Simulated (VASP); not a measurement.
# A VASP 6.6.1 single-point calculation on AgCl

INCAR

```
EDIFF = 1E-7
NBANDS = 16
LASPH = .TRUE.
NELM = 58
GGA = PE
IBRION = -1
SIGMA = 0.5
PREC = Accurate
LWAVE = .FALSE.
NSW = 0
LREAL = .FALSE.
ISMEAR = -4
LCHARG = .FALSE.
ISIF = 2
ENCUT = 600
```

KPOINTS

```
KPOINTS created by Atomic Simulation Environment
0
Gamma
8 8 8
0 0 0
```

POSCAR

```
Ag Cl
 1.0000000000000000
     0.0000000000000000    2.7731725636721740    2.7731725636721740
     2.7731725636721740    0.0000000000000000    2.7731725636721740
     2.7731725636721740    2.7731725636721740    0.0000000000000000
 Ag  Cl
   1   1
Cartesian
 -0.0000000000000000 -0.0000000000000000 -0.0000000000000000
  2.7731725636721736  2.7731725636721736  2.7731725636721736
```

The recommended PBE PAW datasets give the neutral cell 18 valence electrons.

Command

```
mpirun -np 1 vasp_std
```

OSZICAR

```
N       E                     dE             d eps       ncg     rms          rms(c)
DAV:   1     0.109645630192E+03    0.10965E+03   -0.91598E+03   928   0.114E+03
DAV:   2    -0.130042256025E+01   -0.11095E+03   -0.10284E+03  1144   0.233E+02
DAV:   3    -0.554825822826E+01   -0.42478E+01   -0.42376E+01  1232   0.482E+01
DAV:   4    -0.557742556539E+01   -0.29167E-01   -0.29166E-01  1160   0.425E+00
DAV:   5    -0.557781137954E+01   -0.38581E-03   -0.38581E-03  1160   0.483E-01    0.615E+00
DAV:   6    -0.539890818478E+01    0.17890E+00   -0.24652E-01  1152   0.643E+00    0.399E+00
DAV:   7    -0.539495824371E+01    0.39499E-02   -0.95952E-02  1136   0.206E+00    0.196E+00
DAV:   8    -0.539426930301E+01    0.68894E-03   -0.46228E-03  1144   0.702E-01    0.318E-01
DAV:   9    -0.539434823558E+01   -0.78933E-04   -0.50238E-04  1152   0.278E-01    0.384E-02
DAV:  10    -0.539441238514E+01   -0.64150E-04   -0.90167E-05  1096   0.843E-02    0.270E-02
DAV:  11    -0.539441697337E+01   -0.45882E-05   -0.52016E-06  1136   0.162E-02    0.360E-03
DAV:  12    -0.539441705636E+01   -0.82991E-07   -0.46383E-07  1080   0.524E-03
   1 F= -.53944171E+01 E0= -.53944171E+01  d E =0.000000E+00
```

From OUTCAR

```
k-points           NKPTS =     29   k-points in BZ     NKDIM =     29   number of bands    NBANDS=     16

   NELECT =      18.0000    total number of electrons

   dimension x,y,z NGX =    32 NGY =   32 NGZ =   32
   dimension x,y,z NGXF=    64 NGYF=   64 NGZF=   64

  energy-cutoff  :      600.00
  volume of cell :       42.65
      direct lattice vectors                 reciprocal lattice vectors
     0.000000000  2.773172564  2.773172564    -0.180298913  0.180298913  0.180298913
     2.773172564  0.000000000  2.773172564     0.180298913 -0.180298913  0.180298913
     2.773172564  2.773172564  0.000000000     0.180298913  0.180298913 -0.180298913

 k-points in reciprocal lattice and weights: KPOINTS created by Atomic Simulation Env
   0.00000000  0.00000000  0.00000000       0.002
   0.12500000  0.00000000  0.00000000       0.016
   0.25000000  0.00000000  0.00000000       0.016
   0.37500000  0.00000000  0.00000000       0.016
   0.50000000  0.00000000  0.00000000       0.008
   0.12500000  0.12500000  0.00000000       0.012
   0.25000000  0.12500000  0.00000000       0.047
   0.37500000  0.12500000  0.00000000       0.047
   ...

 E-fermi :   3.9055

 k-point     1 :       0.0000    0.0000    0.0000
  band No.  band energies     occupation
      1     -11.3310      2.00000
      2       1.3774      2.00000
      3       1.3774      2.00000
      4       1.3774      2.00000
      5       1.4185      2.00000
      6       1.4185      2.00000
      7       1.4944      2.00000
      8       1.4944      2.00000
      9       1.4944      2.00000
     10       4.7259      0.00000
     11      14.6717      0.00000
     12      14.6717      0.00000
     13      14.6717      0.00000
     14      16.2019      0.00000
     15      17.1335      0.00000
     16      17.1335      0.00000

 k-point     2 :       0.1250    0.0000    0.0000
  band No.  band energies     occupation
      1     -11.2711      2.00000
      2       0.6668      2.00000
      3       0.7257      2.00000
      4       0.7257      2.00000
      5       1.4319      2.00000
      6       1.4319      2.00000
      7       1.6635      2.00000
      8       2.2553      2.00000
      9       2.2553      2.00000
     10       5.4372      0.00000
     11      13.3033      0.00000
     12      14.3368      0.00000
     13      14.3368      0.00000
     14      15.8597      0.00000
     15      15.8597      0.00000
     16      16.5618      0.00000

 k-point     3 :       0.2500    0.0000    0.0000
  band No.  band energies     occupation
      1     -11.1205      2.00000
      2      -0.3610      2.00000
      3       0.1521      2.00000
      4       0.1521      2.00000
      5       1.5575      2.00000
      6       1.5575      2.00000
      7       1.8147      2.00000
      8       3.0160      2.00000
      9       3.0160      2.00000
     10       6.7535      0.00000
     11      11.6358      0.00000
     12      13.0178      0.00000
     13      13.0178      0.00000
     14      16.0979      0.00000
     15      16.0979      0.00000
     16      16.4250      0.00000

 ...

  Total        0.3988009      0.3988009      0.3988009      0.0000000      0.0000000     -0.0000000
  in kB       14.9797999     14.9797999     14.9797999      0.0000000      0.0000000     -0.0000000
  external PRESSURE =      14.9797999 kB  Pullay stress =       0.0000000 kB

 POSITION                                       TOTAL-FORCE (eV/Angst)
 -----------------------------------------------------------------------------------
      0.00000      0.00000      0.00000         0.000000     -0.000000     -0.000000
      2.77317      2.77317      2.77317        -0.000000      0.000000      0.000000
 -----------------------------------------------------------------------------------
    total drift:                                0.000000     -0.000000     -0.000000

  FREE ENERGIE OF THE ION-ELECTRON SYSTEM (eV)
  ---------------------------------------------------
  free  energy   TOTEN  =        -5.3944170564 eV

  energy  without entropy=       -5.3944170564  energy(sigma->0) =       -5.39441706
```

It converged. Results: gap between bands v and c on the k mesh 0.91 eV; least direct gap on the k mesh 3.18 eV; pressure 1.5 GPa. Band v is the last that the valence electrons fill when counted band by band, and c is the next.

For comparison, a separate PBE run of the intended cell, on usual settings and not on those above, gives a gap of 0.91 eV on its mesh and a pressure of 1.5 GPa.

The run above took about 15 s on one core of a shared host (Intel Xeon Platinum 8488C) and held 0.17 GiB at most.
